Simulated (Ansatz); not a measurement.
# ZnSe (Stilleite) under changes of volume

One of the cells (22.757 Å³/atom); the others are scaled copies at fixed shape and fractional positions:

```
CELL_PARAMETERS angstrom
0.00000 2.83380 2.83380
2.83380 0.00000 2.83380
2.83380 2.83380 0.00000
ATOMIC_POSITIONS crystal
Se 0.75000 0.75000 0.75000
Zn 0.00000 0.00000 0.00000
```

* Program: Ansatz 0.2.0
* Functional: PBE
* Potentials or basis: all-electron LAPW, scalar-relativistic
* Cutoff: 336 eV (chosen from the basis error)
* Basis error allowed: 0.0005 eV/atom
* k mesh: 8 × 8 × 8
* Occupations: fermi-dirac, width 0.05 eV
* Spin: no spin polarisation

| volume (Å³/atom) | energy over the lowest point (meV/atom) | pressure (GPa) | gap on the mesh (eV) |
| --- | --- | --- | --- |
| 21.391 | ? | ? | ? |
| 21.846 | 25.16 | 5.1 | 1.46 |
| 22.301 | 13.02 | 3.5 | 1.37 |
| 22.757 | 5.05 | 2.1 | 1.29 |
| 23.212 | 0.84 | 0.9 | 1.21 |
| 23.667 | 0.00 | -0.3 | 1.14 |
| 24.122 | 2.19 | -1.3 | 1.06 |

**Question.** What does the run at 21.391 Å³/atom give?

**Answer.** Energy over the lowest point 41.98 meV/atom; pressure 6.8 GPa; gap on the mesh 1.54 eV.

Worked out: A Birch-Murnaghan fit of order 3 (a polynomial in V^(-2/3)) to the other rows has its minimum at 23.56 Å³/atom with B0 = V·E''(V) = 57 GPa and B' = 4.5. It gives 41.95 meV/atom at 21.391 Å³/atom, against the run's 41.98, and -dE/dV = 6.8 GPa, against 6.8. A straight line through the other rows of the gap, of slope -3.99 eV per unit of ln V (its deformation potential), extrapolates to 1.54 eV, against the run's 1.54.

Energies are extrapolated to zero smearing.

Spin-orbit coupling on Se is left out.
